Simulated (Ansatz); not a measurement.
Zn: what relativity and spin–orbit coupling change

```
Zn
1.0
     2.66480    0.00000    0.00000
    -1.33240    2.30778    0.00000
     0.00000    0.00000    4.94670
Zn
2
Direct
  0.33333 0.66667 0.25000
  0.66667 0.33333 0.75000
```

Atom numbers follow the list: Zn1, Zn2.

The cell is COD entry 9008522, as deposited and not checked against the literature; nothing was relaxed.

One fixed cell is solved with PBE by LAPW (all electrons) in Ansatz 0.2.0 under different relativistic treatments. Pressure is positive in compression.

Settings: a Γ-centred 16×16×8 k mesh, Fermi–Dirac smearing of 0.03 eV, basis error target 0.25 meV/atom, no spin polarisation.

```json
{"setting": "scalar-relativistic", "P (GPa)": "?", "lowest level at Γ above −25 eV, from the valence-band top or, without a gap, the Fermi level (eV)": "-10.47"}
{"setting": "non-relativistic", "P (GPa)": "1.63", "lowest level at Γ above −25 eV, from the valence-band top or, without a gap, the Fermi level (eV)": "-10.32"}
{"setting": "with spin–orbit coupling", "P (GPa)": "?", "lowest level at Γ above −25 eV, from the valence-band top or, without a gap, the Fermi level (eV)": "-10.47"}
```

Fill in "P (GPa)" for the row "scalar-relativistic".

-0.46.

Give the missing entry: row "with spin–orbit coupling", column "P (GPa)".

-0.50.
